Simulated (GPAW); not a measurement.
Crystal: AlCu.

```xyz
2
Lattice="2.9975 0.0000 0.0000 0.0000 2.9975 0.0000 0.0000 0.0000 2.9975" Properties=species:S:1:pos:R:3 pbc="T T T"
Cu    1.4988    1.4988    1.4988
Al    0.0000    0.0000    0.0000
```

The cell comes from a database or a generator and needn't be the stable form of this composition.

| Item | Value |
| --- | --- |
| Program | GPAW 26.7.0 |
| Task | relaxation of cell and atoms |
| Functional | PBEsol |
| Dispersion | D3 |
| Potentials or basis | PAW data sets generated in the run's folder for this functional |
| Cutoff | 600 eV |
| Basis | pw |
| k mesh | 9 × 9 × 9 |
| Occupations | fermi-dirac, width 0.05 eV |
| Spin | no spin polarisation |

At the start: pressure -7.5 GPa; volume 13.47 Å³/atom.

Q: How do energy, volume and symmetry change on relaxing?

A: Over 4 steps the energy falls by 21.5 meV/atom and the volume is 12.60 Å³/atom (-6.4 %); space group Pm-3m (No. 221, to 0.05 Å).

Step by step:
```tsv
step	energy change (eV)	largest force (eV/Å)	pressure (GPa)	volume (Å³)
1	0.0000	0.0000	-7.52	26.93
2	-0.0154	0.0000	-6.20	26.57
3	-0.0427	0.0000	0.76	25.05
4	-0.0430	0.0000	-0.06	25.20
```

Final structure:
```
CELL_PARAMETERS angstrom
2.93192 0.00000 0.00000
0.00000 2.93192 0.00000
0.00000 0.00000 2.93192
ATOMIC_POSITIONS crystal
Cu 0.50000 0.50000 0.50000
Al 0.00000 0.00000 0.00000
```

Caveat: with this Cu data set, volumes or pressures lay over 1.5 % or 2 GPa off other programs in two to four cells of ten; later steps reuse the first step's grids; pairwise dispersion overbinds metals, which lowers pressure and volume.
